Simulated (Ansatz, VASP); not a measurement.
One calculation of MgO (de600), two programs

```
Mg O
1.0
     0.00000    2.08059    2.08059
     2.08059    0.00000    2.08059
     2.08059    2.08059    0.00000
Mg O
1 1
Direct
  0.00000 0.00000 0.00000
  0.50000 0.50000 0.50000
```

Alike in both runs: functional LDA; k mesh 8 × 8 × 8; occupations gaussian, width 0.1 eV; no spin polarisation.

Ansatz relaxed the structure, and its values are those at the end. VASP's run is a single point on that final structure, the one shown.

```csv
,VASP,Ansatz
version,VASP 6.6.1,Ansatz 0.2.0
potentials or method,"VASP PAW LDA potentials, release 64 (Mg, O)","scalar-relativistic, plane waves, PAW"
plane-wave cutoff (eV),520,600
valence electrons in the cell,8,16
```

Ansatz gave:

* gap on the k mesh at the Fermi level (eV): 5.03
* least direct gap on the mesh (eV): 5.03
* pressure (GPa): 0.0

**Question.** What did VASP give for the same quantities?

**Answer.** gap on the k mesh at the Fermi level (eV): 5.02; least direct gap on the mesh (eV): 5.02; pressure (GPa): -1.9.

The two sets of potentials don't hold the same shells in valence. Ansatz warned: «pseudo_functional_mismatch».

LDA gaps usually lie below the measured ones, often by a third to a half.
